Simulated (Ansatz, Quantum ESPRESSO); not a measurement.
## Equation of state of zinc blende BAs

How stiff is zinc blende BAs under hydrostatic load? Each row scales the relaxed cell evenly and relaxes the atoms. The phase is followed to these pressures whether or not it stays the stable one.

Calculated with Quantum ESPRESSO 7.5, PBEsol, GBRV 1.5 ultrasoft potentials, cutoff 680 eV, Fermi–Dirac smearing 0.02 eV, k-mesh 10×10×10, no spin polarisation, no spin-orbit coupling.

Reference cell, relaxed at zero pressure with PBEsol (F-43m): a = 3.3798 Å, b = 3.3798 Å, c = 3.3798 Å, α = 60.00°, β = 60.00°, γ = 60.00°.

```
atom       x       y       z
  As  0.7500  0.7500  0.7500
   B  0.0000  0.0000  0.0000
```

```csv
V (Å³/atom),V/V0,P (GPa),E − E0 (meV/atom)
12.8314,0.9400,9.895,24.4
13.1044,0.9600,6.251,10.6
13.9234,1.0200,−2.687,2.2
14.1964,1.0400,−5.104,8.8
14.4695,1.0600,−7.285,19.2
```

V0 = 13.6504 Å³ an atom, where the residual pressure P0 is −0.006 GPa. **Question.** Fit the Birch–Murnaghan law and give the pressure and the energy at V = 13.3774 Å³ an atom, a row left out above.

With the Eulerian strain f = ½[(V0/V)^(2/3) − 1] and F = (P − P0)/[3f(1 + 2f)^(5/2)], the third-order law is the line F = B0 + (3/2) B0 (B′ − 4) f.

| f | F (GPa) |
| --- | --- |
| 0.02106 | 141.38 |
| 0.01379 | 141.26 |
| −0.00656 | 140.86 |
| −0.01290 | 140.59 |
| −0.01905 | 140.34 |

A straight line through the 5 rows: the means are −0.000732 for f and 140.89 for F, Σ(Δx)² = 0.001203 and ΣΔxΔy = 0.02995, so the slope is 0.02995/0.001203 = 24.89 and the intercept 140.89 − (24.89)(−0.000732) = 140.9.

Hence B0 = 140.9 GPa and B′ = 4 + (24.9)/(1.5 × 140.9) = 4.12. For the withheld volume f = 0.00678, F = 141.07 GPa and P = 2.96 GPa. The run itself gives 2.96 GPa, so the estimate misses by 0.00 GPa, a rounding's worth.

Integrating the same law gives E − E0 = (9/2) B0 V0 f²[1 + (B′ − 4) f] + P0(V0 − V), with 1 GPa Å³ = 6.2415 meV: 2.5 meV an atom. The run itself gives 2.6 meV, so the estimate misses by 0.1 meV; the fitted rows themselves lie up to 0.4 meV off the law.

The same fit over all rows at other levels or in other programs gives B0 = 140 GPa with PBEsol (Ansatz).

The calculation is for a static lattice, while measurements hold thermal and zero-point motion.

[Logs are printed without paths, hosts, clocks, repeated set-up lines and the standing remarks that a program may print on its own settings, such as how far it seeks lower states.]
